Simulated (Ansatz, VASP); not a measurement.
# One calculation of Pd, two programs

Contents of INCAR:

```
SYSTEM = Pd
PREC = Accurate
ENCUT = 520
EDIFF = 1E-6
ISMEAR = 1
SIGMA = 0.1
LREAL = .False.
LASPH = .True.
NELM = 100
ALGO = Fast
ISIF = 2
LWAVE = .False.
LCHARG = .True.
LDIPOL = .True.
IDIPOL = 3
DIPOL = 0.5 0.5 0.432
LELF = .True.
LVHAR = .True.
LVACPOTAV = .True.
NBANDS = 55
```

File KPOINTS:

```
Automatic mesh
0
Gamma
  9 9 1
  0 0 0
```

POSCAR

```
Pd
1.0
    4.8889137446      0.0000000000      0.0000000000
   -2.4444568723      4.2339234998      0.0000000000
    0.0000000000      0.0000000000     21.1324354533
Pd
9
Direct
    0.3333330000      0.6666666667      0.3312443573
    0.0000003333      0.0000003333      0.3312443573
    0.6666666667      0.3333330000      0.3312443573
    0.3270951736      0.3270951736      0.4315213434
    0.0062381597      0.6666666667      0.4315213434
    0.6666666667      0.0062381597      0.4315213434
    0.3333333333      0.0000000000      0.5360101960
    0.0000000000      0.3333333333      0.5360101960
    0.6666666667      0.6666666667      0.5285418496
```

Input for Ansatz:

```yaml
crystal:
  lattice:
    - [4.8889137446, 0.0, 0.0]
    - [-2.4444568723, 4.2339234998, 0.0]
    - [0.0, 0.0, 21.1324354533]
  atoms:
    - { symbol: Pd, position: [0.333333, 0.6666666667, 0.3312443573] }
    - { symbol: Pd, position: [3.333e-07, 3.333e-07, 0.3312443573] }
    - { symbol: Pd, position: [0.6666666667, 0.333333, 0.3312443573] }
    - { symbol: Pd, position: [0.3270951736, 0.3270951736, 0.4315213434] }
    - { symbol: Pd, position: [0.0062381597, 0.6666666667, 0.4315213434] }
    - { symbol: Pd, position: [0.6666666667, 0.0062381597, 0.4315213434] }
    - { symbol: Pd, position: [0.3333333333, 0.0, 0.536010196] }
    - { symbol: Pd, position: [0.0, 0.3333333333, 0.536010196] }
    - { symbol: Pd, position: [0.6666666667, 0.6666666667, 0.5285418496] }
basis:
  ecutwfc: 420
kpoints:
  mp_grid: { grid: [9, 9, 1] }
hamiltonian:
  xc: lda
  pseudopotentials: { kind: paw, azcp: { folder: soft_1 } }
scf:
  occupations: { method: methfessel_paxton, width: 0.1 }
  n_extra_bands: 9
  max_iter: 160
output:
  forces: true
  eigenvalues: true
efield:
  axis: 3
  dipole_correction: true
```

Alike in both runs: task single point; functional LDA; k mesh 9 × 9 × 1; occupations methfessel-paxton of order 1, width 0.1 eV; no spin polarisation.

|  | VASP | Ansatz |
| --- | --- | --- |
| version | VASP 6.6.1 | Ansatz 0.2.0 |
| potentials or method | VASP PAW LDA potentials, release 64 (Pd) | scalar-relativistic, plane waves, PAW |
| plane-wave cutoff (eV) | 520 | 420 |
| valence electrons in the cell | 90 | 162 |

VASP gave:

- gap on the k mesh at the Fermi level (eV): none
- rms of the force components (eV/Å): 0.143

Problem. What did Ansatz give for the same quantities?

Solution. gap on the k mesh at the Fermi level (eV): none; rms of the force components (eV/Å): 0.146.

Atom by atom the forces differ by 0.005 eV/Å (rms over components). A gap of «none» marks a metal or a gap that the smearing closes. The two sets of potentials don't hold the same shells in valence. Ansatz warned: «pseudo_functional_mismatch».
